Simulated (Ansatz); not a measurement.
# Ionic part of the dielectric constant of CaF2 at 20 GPa, mode by mode

The calculation used DFT LDA, scalar-relativistic, plane waves, PAW (Ansatz 0.2.0). Settings: 420 eV plane-wave cutoff, Γ-centred 8×8×8 mesh, fixed occupations. No spin polarisation. Phonons by linear response, acoustic sum rule imposed.

Symmetry: Fm-3m, No. 225, cubic system. The conventional cell has a = 5.078 Å, b = 5.078 Å, c = 5.078 Å, α = 90.00°, β = 90.00°, γ = 90.00°. Around Ca (site symmetry m-3m) lie 8 F at 2.20 Å. F (site symmetry -43m) has 4 Ca at 2.20 Å as nearest neighbours.

The real crystal has changed phase below this pressure.

The primitive cell has V = 32.74 Å³ and ε∞,xx = 2.479. Each polar mode adds Δε = (4.92064×10⁷/V)·S/ν² along x, with S its oscillator strength in e²/amu, ν in cm⁻¹ and V in Å³.

Problem. From these modes, find each Δε and ε0,xx.
```
ν (cm⁻¹) S_xx (e²/amu)
   383.5         0.3021
```

Solution.
```json
{"ν (cm⁻¹)": "383.5", "Δε": "3.09"}
```

The sum is 3.088, so ε0,xx = 5.57; the run's tensor has 5.57.

Problem. Where do the longitudinal modes lie for a wave vector along x?

Solution. At 575 cm⁻¹. The Lyddane–Sachs–Teller product Π(ν_LO/ν_TO)² = 2.25 matches ε0/ε∞ = 2.25.

Cost: 1 run of about 0.7 core-minutes, on Arm Neoverse N1 (shared hosts).

The lattice supplies more of the static response than the electrons do: the ionic term of 3.09 exceeds even the full ε∞ of 2.479. All of it comes from one infrared-active mode, threefold degenerate in the cubic crystal, in which the Ca and F sublattices move against each other. With the ionic masses, its oscillator strength implies a Born effective charge on Ca somewhat above the formal value. This suggests that a largely ionic bond still transfers some charge dynamically as the ions move, probably through mixing of F 2p with empty Ca 3d states.

The same charge produces the macroscopic field that lifts the longitudinal mode from 383.5 to 575 cm⁻¹, a restoring force that the transverse mode lacks. Since both the splitting and the ionic term follow from the same charges and force constants, the Lyddane–Sachs–Teller agreement confirms internal consistency, not accuracy against experiment. A real frequency for this zone-centre mode doesn't establish dynamical stability, which also depends on phonons elsewhere in the Brillouin zone.
